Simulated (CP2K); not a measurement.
The system is W2C.

```
W C
1.0
     3.07005    0.00000    0.00000
    -1.53502    2.65874    0.00000
     0.00000    0.00000    4.67843
W C
2 1
Direct
  0.66667 0.33333 0.25367
  0.33333 0.66667 0.74633
  0.00000 0.00000 0.00000
```

The cell comes from a database or a generator and needn't be the stable form of this composition.

Base run:

```yaml
Program: CP2K 2026.2
Functional: TPSS
Potentials_or_basis: POTENTIAL_UZH W GTH-PBE-q14, C GTH-PBE-q4; TZVP-MOLOPT-PBE-GTH basis
Density_cutoff: 9184 eV
k_mesh: 10 × 10 × 6
Occupations: fermi-dirac, width 0.05 eV
Spin: no spin polarisation
```

Its results: band gap on the k mesh none (metal or under the smearing width); pressure -5.8 GPa; largest force 0.112 eV/Å.

Task: The run is repeated on the same cell with these changes: functional from TPSS to HLE16. What comes out?

Result: Band gap on the k mesh none (metal or under the smearing width); pressure -66.3 GPa; largest force 2.175 eV/Å.

Caveats: the potentials were made for another functional, which shifts forces and pressure; the basis of atomic orbitals isn't converged, which shifts pressures, moduli and gaps; the potentials were made for a functional far from this one (some runs); the cell as given lies far from equilibrium (some runs).
